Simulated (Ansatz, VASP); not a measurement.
Ta in VASP and in Ansatz

```
Ta
1.0
    -1.62073    1.65465    1.62924
     1.69780   -1.62617    1.67783
     1.62244    1.62787   -1.60076
Ta
1
Direct
  0.00191 0.97643 0.99590
```

Change from the starting cell: cell strained at random at fixed volume.

Alike in both runs: task single point; functional PBE; k mesh 11 × 11 × 11; occupations fermi-dirac, width 0.05 eV; no spin polarisation.

|  | VASP | Ansatz |
| --- | --- | --- |
| version | VASP 6.6.1 | Ansatz 0.2.0 |
| potentials or method | VASP PAW PBE potentials, release 64 (Ta_pv) | Ansatz PAW |
| plane-wave cutoff (eV) | 520 | 420 |
| valence electrons in the cell | 11 | 13 |

Ansatz gave:

| Quantity | Value |
| --- | --- |
| gap on the k mesh at the Fermi level (eV) | none |
| pressure (GPa) | 3.0 |
| largest component of the traceless stress (GPa) | 4.40 |

Problem. What did VASP give for the same quantities?

Solution. gap on the k mesh at the Fermi level (eV): none; pressure (GPa): 3.1; largest component of the traceless stress (GPa): 4.41.

A gap of «none» marks a metal or a gap that the smearing closes. With one functional, cell and mesh, what is left measures potentials, basis and numerics. The two sets of potentials don't hold the same shells in valence.

Spin-orbit coupling is left out, which matters for the levels of Ta.
